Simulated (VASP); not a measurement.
# RbCl (Fm-3m) in VASP: a series of runs, part 3 of 3

VASP 6.6.1. The steps go on from the part before.

### Step 6. Relaxation of cell and atoms, PBE

This run uses another cell than the first one, of 35.09 Å³/atom, 0.933 times its volume.

Contents of INCAR:

```
PREC = Accurate
ENCUT = 300
EDIFF = 1E-6
ISMEAR = 0
SIGMA = 0.03
LREAL = F
LASPH = T
NELM = 80
ALGO = Normal
ISIF = 3
LWAVE = F
LCHARG = F
GGA = PE
IBRION = 2
NSW = 90
EDIFFG = -0.01
```

Contents of KPOINTS:

```
regular mesh
0
Gamma
  4 4 4
```

Contents of POSCAR:

```
RbCl
1.0
    0.0000000000      3.2740000000      3.2740000000
    3.2740000000      0.0000000000      3.2740000000
    3.2740000000      3.2740000000      0.0000000000
Rb Cl
1 1
Direct
    0.0000000000      0.0000000000      0.0000000000
    0.5000000000      0.5000000000      0.5000000000
```

Potentials or basis: VASP PAW PBE potentials, release 64 (Rb_pv, Cl).

On the command line:

```console
$ cat potpaw_PBE.64/Rb_pv/POTCAR potpaw_PBE.64/Cl/POTCAR > POTCAR
$ mpirun -np 1 vasp_std > vasp.out
```

OUTCAR:

```text
PREC = Accurate
   ENCUT = 300
   EDIFF = 1E-6
   ISMEAR = 0
   LREAL = F
   LASPH = T
   NELM = 80
   ISIF = 3
   GGA = PE
   IBRION = 2
   NSW = 90
   EDIFFG = -0.01

 ion  position               nearest neighbor table
   1  0.000  0.000  0.000-   2 3.27   2 3.27   2 3.27   2 3.27   2 3.27   2 3.27
   2  0.500  0.500  0.500-   1 3.27   1 3.27   1 3.27   1 3.27   1 3.27   1 3.27

  LATTYP: Found a face centered cubic cell.
 ALAT       =     6.5480000000

  Lattice vectors:

 A1 = (   0.0000000000,   3.2740000000,   3.2740000000)
 A2 = (   3.2740000000,   0.0000000000,   3.2740000000)
 A3 = (   3.2740000000,   3.2740000000,   0.0000000000)

Analysis of symmetry for initial positions (statically):
=====================================================================
 Subroutine PRICEL returns:
 Original cell was already a primitive cell.

 Routine SETGRP: Setting up the symmetry group for a
 face centered cubic supercell.

 Subroutine GETGRP returns: Found 48 space group operations
 (whereof 48 operations were pure point group operations)
 out of a pool of 48 trial point group operations.

The static configuration has the point symmetry O_h .

Analysis of symmetry for dynamics (positions and initial velocities):
=====================================================================
 Subroutine PRICEL returns:
 Original cell was already a primitive cell.

 Routine SETGRP: Setting up the symmetry group for a
 face centered cubic supercell.

 Subroutine GETGRP returns: Found 48 space group operations
 (whereof 48 operations were pure point group operations)
 out of a pool of 48 trial point group operations.

The dynamic configuration has the point symmetry O_h .

 Subroutine INISYM returns: Found 48 space group operations
 (whereof 48 operations are pure point group operations),
 and found     1 'primitive' translations

[... 91 lines left out ...]
   EFERMI =   0.00;   METHOD = LEGACY
   ISMEAR =     0;   SIGMA  =   0.03  broadening in eV -4-tet -1-fermi 0-gaus
   EFERMI_NEDOS =   21; number of points for ismear=-14 and -15
   IALGO  =     38    algorithm
   IMIX   =      4    mixing-type and parameters
     AMIX     =   0.40;   BMIX     =  1.00
     AMIX_MAG =   1.60;   BMIX_MAG =  1.00
  volume/ion in A,a.u.               =      35.09       236.83
  Fermi-wavevector in a.u.,A,eV,Ry     =   0.956523  1.807567 12.448468  0.914937
  Thomas-Fermi vector in A             =   2.085459
   LORBIT       =      0    0 simple, 1 ext, 2 COOP (PROOUT), +10 PAW based schemes
   GGA     = PE    functional components
   LHFCALC =     F    Hartree Fock is set to
   AEXX    =    0.0000 exact exchange contribution
   IVDW    =     0    specifies the selected vdW correction
   LEPSILON=     F    determine dielectric tensor
   LRPA    =     F    only Hartree local field effects (RPA)
 conjugate gradient relaxation of ions
 non-spin polarized calculation
 Gauss-broadening in eV      SIGMA  =   0.03
  energy-cutoff  :      300.00
  volume of cell :       70.19
 maximum number of plane-waves:       869
 NGX is ok and might be reduce to    28
   NGX = 13   NGY = 13   NGZ = 13

--------------------------------------- Ionic step        1  -------------------------------------------

 number of electron      14.0000002 magnetization

 Free energy of the ion-electron system (eV)
  ---------------------------------------------------
  ext. energy  EPLUGINS =         0.00000000
  ---------------------------------------------------
  free energy    TOTEN  =        -6.61083164 eV

  energy without entropy =       -6.61083164  energy(sigma->0) =       -6.61083164

------------------------ aborting loop because EDIFF is reached ----------------------------------------

  FORCE on cell =-STRESS in cart. coord.  units (eV):
  Direction    XX          YY          ZZ          XY          YZ          ZX
  --------------------------------------------------------------------------------------
  -------------------------------------------------------------------------------------
  Total        0.5656371      0.5656371      0.5656371     -0.0000000      0.0000000      0.0000000
  in kB       12.9116707     12.9116707     12.9116707     -0.0000000      0.0000000      0.0000000
  external PRESSURE =      12.9116707 kB  Pullay stress =       0.0000000 kB
[... 59 lines left out ...]
--------------------------------------- Ionic step        3  -------------------------------------------

 number of electron      14.0000007 magnetization

 Free energy of the ion-electron system (eV)
  ---------------------------------------------------
  ext. energy  EPLUGINS =         0.00000000
  ---------------------------------------------------
  free energy    TOTEN  =        -6.62866680 eV

  energy without entropy =       -6.62866680  energy(sigma->0) =       -6.62866680

 E-fermi :  -3.2523     XC(G=0):  -7.1125

 val. band max:       -3.3896237761   @ k =   0.0000   0.0000   0.0000
 cond. band min:       1.4324878325   @ k =   0.0000   0.0000   0.0000
 fundamental gap:      4.8221116086
 Fermi energy:        -3.2522979785

 k-point     1 :       0.0000    0.0000    0.0000
  band No.  band energies     occupation
      1     -15.3634      2.00000
      2     -11.4993      2.00000
      3     -11.4993      2.00000
      4     -11.4993      2.00000
      5      -3.3896      2.00000
      6      -3.3896      2.00000
      7      -3.3896      2.00000
      8       1.4325      0.00000
      9       4.5556      0.00000
     10       4.5556      0.00000
     11       4.5556      0.00000
[... 125 lines left out ...]
  FREE ENERGIE OF THE ION-ELECTRON SYSTEM (eV)
  ---------------------------------------------------
  free  energy   TOTEN  =        -6.6286667950 eV

  energy  without entropy=       -6.6286667950  energy(sigma->0) =       -6.62866680

 reached required accuracy - stopping structural energy minimisation
```

CONTCAR:

```text
RbCl
   1.00000000000000
    -0.0000000000000000    3.3473255987713215    3.3473255987713215
     3.3473255987713215   -0.0000000000000000    3.3473255987713215
     3.3473255987713215    3.3473255987713215   -0.0000000000000000
  Rb              Cl
     1     1
Direct
     0.0000000000000000    0.0000000000000000    0.0000000000000000
     0.5000000000000000    0.5000000000000000    0.5000000000000000

  0.00000000E+00  0.00000000E+00  0.00000000E+00
  0.00000000E+00  0.00000000E+00  0.00000000E+00
```

Wall time 8.8 s (1 thread of Intel Xeon Platinum 8488C (Sapphire Rapids), shared host); peak memory 0.16 GiB.

What came out:

| Quantity | Value |
| --- | --- |
| Free energy | -6.6287 eV |
| Relaxed volume | 37.51 Å³/atom |
| Relaxed cell | a = 4.734 Å, b = 4.734 Å, c = 4.734 Å, α = 60.00°, β = 60.00°, γ = 60.00° |
| Space group after relaxing (to 0.05 Å) | Fm-3m (No. 225) |
| Energy gained by relaxing | 8.9 meV/atom |
| Ionic steps | 3 |
| Pressure after relaxing | 0.0 GPa |
| Band gap on the k mesh | 4.82 eV, direct |

Step by step:
| step | energy change (eV) | largest force (eV/Å) | pressure (GPa) | volume (Å³) |
| --- | --- | --- | --- | --- |
| 1 | 0.0000 | 0.0000 | 1.29 | 70.19 |
| 2 | -0.0155 | 0.0000 | 0.44 | 73.10 |
| 3 | -0.0178 | 0.0000 | -0.03 | 75.01 |

Final structure:
```cif
data_structure
_symmetry_space_group_name_H-M 'P 1'
_symmetry_Int_Tables_number 1
_cell_length_a 4.7338
_cell_length_b 4.7338
_cell_length_c 4.7338
_cell_angle_alpha 60.000
_cell_angle_beta 60.000
_cell_angle_gamma 60.000
_cell_volume 75.01
loop_
_atom_site_label
_atom_site_type_symbol
_atom_site_fract_x
_atom_site_fract_y
_atom_site_fract_z
_atom_site_occupancy
Rb1 Rb 0.00000 0.00000 0.00000 1
Cl1 Cl 0.50000 0.50000 0.50000 1
```

Caveat: the cutoff is under 1.25 times the usual one of these potentials, so pressure, stress and relaxed cells hold a basis-set (Pulay) error.

### Step 7. Overview

```tsv
task	potentials or basis	cell	k mesh	cutoff (eV)	gap on the mesh (eV)	pressure (GPa)
relaxation of the atoms	VASP PAW PBE potentials, release 64 (Rb_sv, Cl)	atoms relaxed	8 × 8 × 8	600	4.83	0.0
relaxation of the atoms	VASP PAW PBE potentials, release 64 (Rb_sv, Cl)	atoms relaxed from: a relaxed cell with its volume scaled by 1.02	8 × 8 × 8	600	4.77	-0.3
relaxation of the atoms	VASP PAW PBE potentials, release 64 (Rb_sv, Cl)	atoms relaxed from: a relaxed cell with its volume scaled by 1.04	8 × 8 × 8	600	4.71	-0.5
relaxation of the atoms	VASP PAW PBE potentials, release 64 (Rb_sv, Cl)	atoms relaxed from: a relaxed cell with its volume scaled by 1.06	8 × 8 × 8	600	4.66	-0.7
relaxation of cell and atoms	VASP PAW PBE potentials, release 64 (Rb_pv, Cl)	relaxed	4 × 4 × 4	300	4.82	0.0
```

Alike in all rows: level PBE; no spin polarisation; smearing gaussian 0.03 eV.

Caveats: the relaxation stopped at its first step, so nothing moved (some runs); the cutoff is under 1.25 times the usual one of these potentials, so pressure, stress and relaxed cells hold a basis-set (Pulay) error (some runs).

Total energies depend on the potentials used, so only differences within one code and one set of settings carry meaning.
